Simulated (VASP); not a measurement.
## Results of a VASP single-point calculation on CdTe (strained zincblende)

POSCAR

```
Cd Te
 1.0000000000000000
     0.0000000000000000    3.3455542184999998    3.3455542184999998
     3.3455542184999998    0.0000000000000000    3.3455542184999998
     3.3455542184999998    3.3455542184999998    0.0000000000000000
 Cd  Te
   1   1
Cartesian
  0.0000000000000000  0.0000000000000000  0.0000000000000000
  1.6727771092499999  1.6727771092499999  1.6727771092499999
```

```yaml
gap_between_bands_v_and_c: 0.96 eV
least_direct_gap: 0.96 eV
```

Band v is the last that the valence electrons fill when counted band by band, and c is the next. Levels in eV from the top of v:

```json
{"point": "Γ", "v−1": "0.00", "v": "0.00", "c": "0.96", "c+1": "5.08"}
{"point": "X", "v−1": "-1.60", "v": "-1.60", "c": "2.97", "c+1": "3.07"}
{"point": "K", "v−1": "-2.21", "v": "-1.32", "c": "3.24", "c+1": "4.73"}
{"point": "L", "v−1": "-0.66", "v": "-0.66", "c": "2.12", "c+1": "5.61"}
{"point": "W", "v−1": "-2.02", "v": "-1.86", "c": "4.32", "c+1": "4.95"}
```

Which of these levels of theory gave these results?
A. PBEsol
B. PBE0
C. PBE
D. r²SCAN
E. HSE06
F. PBE with spin–orbit coupling
G. LDA

D.

The INCAR was:

```
NSW = 0
ENCUT = 520
IBRION = -1
LASPH = .TRUE.
ISMEAR = 0
METAGGA = R2SCAN
LCHARG = .FALSE.
ISIF = 2
LREAL = .FALSE.
ALGO = Normal
SIGMA = 0.01
PREC = Accurate
NELM = 120
EDIFF = 1E-7
NBANDS = 16
LWAVE = .FALSE.
```
